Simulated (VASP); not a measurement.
A run of VASP 6.6.1 is set up as follows.

File INCAR:

```
PREC     = Accurate       # precision mode
ENCUT    = 600            # plane-wave cutoff, eV
EDIFF    = 1E-7           # SCF threshold, eV
ISMEAR   = 1              # smearing method
SIGMA    = 0.1            # smearing width, eV
LREAL    = F              # projectors in reciprocal space
LASPH    = T              # aspherical terms in the spheres
NELM     = 80             # most SCF steps
ALGO     = Normal         # electronic algorithm
ISIF     = 4              # what is computed and relaxed
LWAVE    = F              # write WAVECAR
LCHARG   = F              # write CHGCAR
GGA      = PS             # functional
IBRION   = 2              # ionic algorithm
NSW      = 40             # ionic steps
EDIFFG   = -0.01          # ionic threshold
KPAR     = 2
```

The input KPOINTS:

```
Automatic mesh
0
Gamma
  12 12 8
```

POSCAR

```
SiNi                                    
1.0
    2.9885950256      0.0000000000      0.0000000000
    0.0000000000      3.3197687199      0.0000000000
    0.0000000000      0.0000000000      4.7389507976
  Si              Ni            
     2     2
Direct
     0.0000000000000000    0.0000000000000000    0.1574937870316070
     0.5000000000000000    0.5000000000000000    0.8425062129683929
     0.0000000000000000    0.0000000000000000    0.6566780341748244
     0.5000000000000000    0.5000000000000000    0.3433219658251757
```

Potentials or basis: VASP PAW PBE potentials, release 64 (Si, Ni).

Run with:

```bash
$ cat potpaw_PBE.64/Si/POTCAR potpaw_PBE.64/Ni/POTCAR > POTCAR
$ mpirun -np 2 vasp_std > vasp.out
```

(1) Predict the energy gained by relaxing.

(2) What does it give for the band gap on the k mesh?

Results:

(1) 0.9 meV/atom.

(2) none (metal or under the smearing width).
